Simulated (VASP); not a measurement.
InAs, 2 atoms in the cell. Symmetry: F-43m, No. 216, cubic system. Conventional cell: a = 6.048 Å, b = 6.048 Å, c = 6.048 Å, α = 90.00°, β = 90.00°, γ = 90.00°. Around In (site symmetry -43m) lie 4 As at 2.62 Å. As (site symmetry -43m) has 4 In at 2.62 Å as nearest neighbours. 

| Item | Value |
| --- | --- |
| Program | VASP 6.6.1 |
| Task | relaxation of cell and atoms |
| Functional | PBE |
| Potentials or basis | VASP PAW PBE potentials, release 64 (In_d, As) |
| Cutoff | 600 eV |
| k mesh | 12 × 12 × 12 |
| Occupations | gaussian, width 0.1 eV |
| Spin | no spin polarisation |
| Dipole correction | no |
| Further INCAR settings | ALGO = Normal; EDIFF = 1e-06; IBRION = 2; EDIFFG = -0.005; NSW = 100; ISIF = 3 |

Potentials or basis: VASP PAW PBE potentials, release 64 (In_d, As).

The run is started by

```bash
$ cat potpaw_PBE.64/In_d/POTCAR potpaw_PBE.64/As/POTCAR > POTCAR
$ mpirun -np 1 vasp_std > vasp.out
```

Hardware: 1 thread of AMD EPYC 9R45 (Zen 5), with other jobs on the host.

Question: How long does it take, and how much memory?

Answer: Wall time 100 s on 1 thread of AMD EPYC 9R45 (Zen 5), on a shared host, peak memory 0.23 GiB. Counts: scf iterations 31, k points 72, ion steps 3.
